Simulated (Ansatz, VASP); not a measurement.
## InAs in two plane-wave programs

Wanted: the spread between two codes on one cell, functional and k mesh. The structure shown is the start of the Ansatz relaxation below; VASP solves that cell, so the two are compared at the walk's first step.

Main program and level: Ansatz 0.2.0; plane waves, with VASP 6.6.1 beside it; single point at LDA.

## 1. Starting point

Symmetry: Imm2, No. 44, orthorhombic system. Conventional cell: a = 4.090 Å, b = 4.265 Å, c = 6.123 Å, α = 90.00°, β = 90.00°, γ = 90.00°. As has 4 In at 2.57 to 2.61 Å nearest. In has 4 As at 2.57 to 2.61 Å nearest. Farther neighbours are not listed.

## 2. Ansatz: relaxation, LDA

Ansatz runs on its PAW soft_1 files.

The two programs are compared at the cell with which this relaxation starts, whose forces are those of its first step.

input.yaml reads:

```yaml
crystal:
  lattice:
    - [-0.0617024536, 2.9539801218, 3.0614266209]
    - [2.9539801218, -0.0617024536, 3.0614266209]
    - [2.8922776681, 2.8922776681, 0.0]
  atoms:
    - { symbol: As, position: [0.7473058788, 0.7473058788, 0.7526785462] }
    - { symbol: In, position: [0.0026941212, 0.0026941212, -0.0026785462] }
  conventional_axes: [[0, 0, 1], [1, -1, 0], [1, 1, -1]]
kpoints:
  mp_grid: { grid: [12, 12, 12], shift: [0.5, 0.5, 0.5] }
hamiltonian:
  xc: lda
  pseudopotentials: { kind: paw, azcp: { folder: soft_1 }, xc_functional: pbe }
scf:
  occupations: { method: gaussian, width: 0.015 }
output:
  forces: true
  stress: true
  eigenvalues: true
relax:
  adjacent_minimum: "off"
  f_tol: 0.001
  max_steps: 60
  cell: { stress_tol: 0.01, fix: [a, angles] }
```

Command:

```sh
ansatz run input.yaml --threads 4 --pin off --max-ram 10240MiB --backend cpu --events-out ev --progress --plain --runs-dir out
```

Numbers of over 12 decimals in the logs are rounded to 6 here.

The program printed:

```text
Engine: ansatz 0.2.0, aarch64-unknown-linux-gnu
Pseudopotentials: kind: paw
Pseudopotential: As, paw, valence charge 15, recommended cutoff 420 eV (normal), soft_1/As.paw.azcp
Pseudopotential: In, paw, valence charge 13, recommended cutoff 420 eV (normal), soft_1/In.paw.azcp
Functional definition: SPW92
  exchange = slater_x
  correlation = pw_c
Crystal: 2 atoms, lattice volume = 53.405 Å³
Basis set: ecut = 420 eV, 1027 PW (Γ)
Bands: 18, of which v1, the nominal top of the filled ones, is band 14 counted from 1 (13 counted from 0)
Symmetry: 2 space group operations
Space group: Cm (ITA 8), of the structure as read, at distance tolerance 3.8e-5 Å
k-points: 468 of 1728 (time reversal used)
Non-local potential: As, projectors of the file, l = 0: 2, l = 1: 2, l = 2: 3, l = 3: 1
Non-local potential: In, projectors of the file, l = 0: 2, l = 1: 2, l = 2: 2, l = 3: 1
PAW form: soft (Blöchl's): semilocal exchange-correlation on the pseudo side does not see the compensation charge
PAW frozen core: As, regenerated for the run's functional, and the local potential with it (the file was generated under x = pbe(κ = 0.804, μ = 0.219515), c = pbe(β = 0.066725))
PAW frozen core: In, regenerated for the run's functional, and the local potential with it (the file was generated under x = pbe(κ = 0.804, μ = 0.219515), c = pbe(β = 0.066725))
PAW one-centre angular grid: As, 590 points (default); XC on 64 Gauss nodes
PAW one-centre angular grid: In, 590 points (default); XC on 64 Gauss nodes
Initial density: superposition of atomic densities (chi_scale 0.1, normalization cell, long waves kept (reshape's long-wave potential 0.00 eV rms))
Initial wavefunctions: pseudopotential atomic-orbital guess
Functional: x = slater, c = lda
SCF iter   1: F=—  HF=-10231.411995 eV  |F-HF|=—  |Δ(HF+E_count)|=         —  Δρ=2.88e-2  dr2=3.98e-1  ethr=3.10e-3  ⟨swp⟩=6.0  Hψ=42643  notcnv=0
preconditioner: auto → none  [insulator: Δε(μ)=0.487 eV  Ē_g=14.808 eV  σ=0.015 eV  W_gap=1.00  n_scr=14 (ndim 8)  ℏωp=21.6 eV  f_vac=0.003  D(μ)=0.00/eV (n_scr^D=0)  ε∞_Penn≈3.1]
SCF iter   2: F=—  HF=-10231.297633 eV  |F-HF|=—  |Δ(HF+E_count)|=   1.14e-1  Δρ=1.28e-2  dr2=6.47e-2  ethr=1.42e-3  ⟨swp⟩=2.0  Hψ=14040  notcnv=0
SCF iter   3: F=—  HF=-10231.282843 eV  |F-HF|=—  |Δ(HF+E_count)|=   1.48e-2  Δρ=2.64e-3  dr2=7.92e-3  ethr=2.31e-4  ⟨swp⟩=2.6  Hψ=17497  notcnv=0
SCF iter   4: F=—  HF=-10231.279364 eV  |F-HF|=—  |Δ(HF+E_count)|=   3.48e-3  Δρ=7.26e-4  dr2=1.34e-4  ethr=2.83e-5  ⟨swp⟩=3.0  Hψ=18477  notcnv=0
SCF iter   5: F=—  HF=-10231.279389 eV  |F-HF|=—  |Δ(HF+E_count)|=   2.51e-5  Δρ=1.87e-4  dr2=6.36e-6  ethr=4.80e-7  ⟨swp⟩=3.0  Hψ=16817  notcnv=0
SCF iter   6: F=—  HF=-10231.279396 eV  |F-HF|=—  |Δ(HF+E_count)|=   6.19e-6  Δρ=3.31e-5  dr2=5.89e-7  ethr=2.27e-8  ⟨swp⟩=2.9  Hψ=15310  notcnv=0
SCF iter   7: F=-10231.279395 eV  HF=-10231.279395 eV  |F-HF|=1.83e-8  |Δ(HF+E_count)|=   2.20e-7  Δρ=6.10e-6  dr2=1.61e-8  ethr=3.57e-10  ⟨swp⟩=6.0  Hψ=39746  notcnv=0
SCF 1 converged in 7 iterations: F = -10231.279395 eV  dr2 = 1.61e-8
  greatest PAW one-centre occupation: 0.999 electrons in one spin orbital (limit 2), on the As atom at site 0 (counted from 0), in its partial waves of l = 2
relax step   1: F+E_penalty+E_count = -10231.27939538 eV  Δ(F+E_penalty+E_count) = +0.000e0 eV  max|allowed force component| = 9.651e-2 eV/Å  Δτ_max = 0.0000 Å  P = +1.505 GPa  Ω = 53.405 Å³  fix = [a, alpha, beta, gamma]  reactions: a +3.925 GPa; beta +0.006 GPa/rad  (7 SCF iters, dr2 threshold 1.00e-7 eV, accepted)
[...]
relax step   2: F+E_penalty+E_count = -10231.28029728 eV  Δ(F+E_penalty+E_count) = -9.019e-4 eV  max|allowed force component| = 2.684e-2 eV/Å  Δτ_max = 0.0077 Å  P = +1.013 GPa  Ω = 53.766 Å³  energy of the carried Pulay correction = -5.297e-5 eV  fix = [a, alpha, beta, gamma]  reactions: a +3.176 GPa; beta +0.005 GPa/rad  (4 SCF iters, dr2 threshold 2.00e-7 eV, accepted)
[...]
relax step   3: F+E_penalty+E_count = -10231.28038093 eV  Δ(F+E_penalty+E_count) = -8.365e-5 eV  max|allowed force component| = 4.420e-4 eV/Å  Δτ_max = 0.0022 Å  P = +1.101 GPa  Ω = 53.701 Å³  energy of the carried Pulay correction = -4.341e-5 eV  fix = [a, alpha, beta, gamma]  reactions: a +3.304 GPa; beta +0.005 GPa/rad  (4 SCF iters, dr2 threshold 4.50e-8 eV, accepted)
[...]
relax step   4: F+E_penalty+E_count = -10231.28042586 eV  Δ(F+E_penalty+E_count) = -4.493e-5 eV  max|allowed force component| = 4.615e-4 eV/Å  Δτ_max = 0.0000 Å  P = +1.101 GPa  Ω = 53.701 Å³  fix = [a, alpha, beta, gamma]  reactions: a +3.304 GPa; beta +0.005 GPa/rad  stress off target by 8.53e-3 GPa on what of the cell is left free  SCF on the basis re-selected at this cell (its energy is not comparable with the rows above)  (6 SCF iters)
basis re-selected at this cell: Δ(F+E_penalty+E_count) = -4.493e-5 eV, ΔP = +0.000 GPa vs the last step (what re-selecting the basis moved, of the pressure what is left beyond the Pulay correction that the steps carried, after the strain that the cell walked since its last selection, with what the two solves' SCF thresholds leave and, on support functions, any second-order correction that the steps lacked; it is no m [...]
SCF converged after 6 iterations
Free energy (F): -10231.280426 eV
Harris-Foulkes:  -10231.280426 eV  (|F-HF|=1.82e-12)
Internal energy: -10231.280426 eV  (E = F + TS)
E sigma→0 (E₀):  -10231.280426 eV
Fermi energy:    7.984642 eV
--- Per-component energies (eV) ---
  E_band       = -317.929642
  E_kinetic    = 319.176519
  E_local      = -3445.029535  (includes V_loc(G=0)·N_el)
  E_nonlocal   = -59.439594
  E_hartree    = 1714.899310
  E_xc         = -212.654291
  E_vxc        = -165.088912  (∫ρ·V_xc dr)
  E_paw        = -6001.892755  (= ΣΔE_a)
  E_vpaw       = -397.346810  (= ΣTr[D̂ρ^β])
  E_aug_tail   = 0.000071  (compensation charges beyond the density's cutoff)
  E_ewald      = -2548.699915
  E_core_change = 2.359764  (= ΣΔE_core)
  E_smearing   = -0.000000  (= −TS)
  E_closure    = 0.000000  (closes the sum)
  Σ components = -10231.280426   (vs F -10231.280426, Δ=0.00e0)
--- Forces (eV/Å), atoms counted from 1 ---
  atom   1  As     0.00000023     0.00000023     0.00046156
  atom   2  In    -0.00000032    -0.00000032    -0.00046144
  max |Σ_I F_I| component: 1.23e-7 eV/Å
--- Stress (GPa, compression-positive) ---
        1.647788       1.656317      -0.003318
        1.656317       1.647788      -0.003318
       -0.003318      -0.003318       0.007093
  P = ⅓ Tr σ = 1.1009 GPa (11.009 kbar)
--- Band table (eV; the first three rows and the last of 468) ---
  k-point 0: bands = [... 10 lower, -4.3533, 7.0229, 7.6371, 7.6843, 8.1881, 11.4050, 11.7118, 11.8205]
  k-point 1: bands = [... 10 lower, -4.2428, 6.2346, 7.3583, 7.5987, 8.6934, 11.5106, 11.5356, 12.2466]
  k-point 2: bands = [... 10 lower, -3.9858, 5.0160, 7.0753, 7.4051, 8.9340, 11.6838, 11.8475, 12.7719]
  k-point 467: bands = [... 10 lower, -2.6995, 1.8700, 6.0926, 6.5256, 8.9675, 12.0861, 12.4504, 14.6861]
--- Relaxed structure (3 steps of the walk, 3 accepted, 1 SCFs on fresh bases) ---
  F+E_penalty+E_count = -10231.28042586 eV   max|allowed force component| = 4.615e-4 eV/Å   (the final SCF, on the basis selected at the relaxed cell)
  cell:  # Å, volume = 53.7008 Å³
    - [-0.062198, 2.954475, 3.077391]
    - [2.954475, -0.062198, 3.077391]
    - [2.8922776681, 2.8922776681, 2.4633002191060747e-13]
  atoms:
    - { symbol: As, position: [0.746400, 0.746400, 0.753589] }
    - { symbol: In, position: [0.00360048, 0.00360048, -0.00358908] }
```

(Part 1 of 3 ends here.)

[Lines on the potential files, build, host, timing and source positions are cut from VASP's logs without a mark.]

[Logs are printed without paths, hosts, clocks, repeated set-up lines and the standing remarks that a program may print on its own settings, such as how far it seeks lower states.]

[Hosts, paths, dates, database ids (printed as entryN), source tags and the programs' standing remarks are cut or masked in the printed files.]
